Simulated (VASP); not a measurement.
## P: relaxation of cell and atoms with PBE+D3(BJ)

The system is P.

```
P
1.0
     1.65820   -5.24200    0.00000
     1.65820    5.24200    0.00000
     0.00000    0.00000    4.37930
P
4
Direct
  0.89838 0.10162 0.08068
  0.60162 0.39838 0.58068
  0.10162 0.89838 0.91932
  0.39838 0.60162 0.41932
```

| Item | Value |
| --- | --- |
| Program | VASP 6.6.1 |
| Task | relaxation of cell and atoms |
| Functional | PBE |
| Dispersion | D3(BJ) |
| Potentials or basis | VASP PAW PBE potentials, release 64 (P) |
| Cutoff | 600 eV |
| k mesh | 8 × 8 × 6 |
| Occupations | gaussian, width 0.03 eV |
| Spin | no spin polarisation |
| Further INCAR settings | ALGO = Normal; EDIFF = 1e-06; IBRION = 2; EDIFFG = -0.01; NSW = 90; ISIF = 3 |

```yaml
Relaxed_volume: 17.59 Å³/atom
Relaxed_cell: a = 5.342 Å, b = 5.342 Å, c = 4.177 Å, α = 90.00°, β = 90.00°, γ = 143.83°
Space_group_after_relaxing_to_0.05_Å: Cmce (No. 64)
Energy_gained_by_relaxing: 8.1 meV/atom
Ionic_steps: 13
Pressure_after_relaxing: 0.0 GPa
Largest_force_after_relaxing: 0.007 eV/Å
Band_gap_on_the_k_mesh: none (metal or under the smearing width)
Dispersion_energy_per_atom: -0.399 eV
```

Forces on the atoms (eV/Å):
```
P    0.000  0.000  0.007
P    0.000  0.000  0.007
P    0.000  0.000 -0.007
P    0.000  0.000 -0.007
```

The path:
| step | energy change (eV) | largest force (eV/Å) | pressure (GPa) | volume (Å³) |
| --- | --- | --- | --- | --- |
| 1 | 0.0000 | 0.0687 | -1.39 | 76.13 |
| 2 | -0.0076 | 0.2198 | 0.41 | 74.32 |
| 3 | -0.0078 | 0.1931 | 0.11 | 74.60 |
| 4 | -0.0144 | 0.1145 | 0.03 | 73.96 |
| 5 | -0.0190 | 0.2083 | -0.25 | 72.06 |
| 6 | -0.0200 | 0.1330 | -0.18 | 72.66 |
| 7 | -0.0249 | 0.0896 | -0.14 | 72.11 |
| 8 | -0.0312 | 0.0131 | 0.00 | 70.88 |
| 9 | -0.0318 | 0.0389 | 0.07 | 70.34 |
| 10 | -0.0324 | 0.0185 | 0.03 | 70.33 |
| 11 | -0.0324 | 0.0238 | 0.02 | 70.33 |
| 12 | -0.0324 | 0.0226 | 0.02 | 70.33 |
| 13 | -0.0324 | 0.0073 | 0.03 | 70.35 |

Final structure:
```xyz
4
Lattice="1.6584 -5.0778 0.0000 1.6584 5.0778 0.0000 0.0000 0.0000 4.1770" Properties=species:S:1:pos:R:3 pbc="T T T"
P     1.6584   -3.9977    0.3030
P     1.6584   -1.0802    2.3915
P     1.6584    3.9977    3.8741
P     1.6584    1.0802    1.7856
```

Levels at points of the mesh, in eV from the Fermi level:
| k point | band 6 | band 7 | band 8 | band 9 | band 10 | band 11 | band 12 | band 13 | band 14 |
| --- | --- | --- | --- | --- | --- | --- | --- | --- | --- |
| (0.00, 0.00, 0.00) | -4.31 | -4.13 | -2.92 | -2.71 | -1.47 | 0.96 | 1.20 | 1.85 | 3.37 |
| (0.50, 0.00, 0.00) | -5.11 | -3.29 | -3.29 | -2.72 | -2.72 | 0.76 | 0.76 | 1.03 | 1.03 |
| (0.50, 0.50, 0.00) | -5.35 | -4.42 | -2.21 | -1.83 | -0.36 | 0.42 | 0.61 | 2.43 | 3.08 |
| (0.00, 0.00, 0.50) | -5.22 | -3.14 | -3.14 | -0.95 | -0.95 | 1.43 | 1.43 | 2.19 | 2.19 |
| (0.50, 0.00, 0.50) | -5.95 | -5.82 | -5.82 | -2.14 | -2.14 | 1.57 | 1.57 | 4.64 | 4.64 |
| (0.50, 0.50, 0.50) | -3.23 | -2.46 | -2.46 | -1.32 | -1.32 | 1.30 | 1.30 | 2.70 | 2.70 |

It took 6 min on 1 thread of Intel(R) Xeon(R) 6975P-C (Granite Rapids), with other jobs on the host, peak memory 0.33 GiB.

Caveat: pairwise dispersion overbinds metals, which lowers pressure and volume.
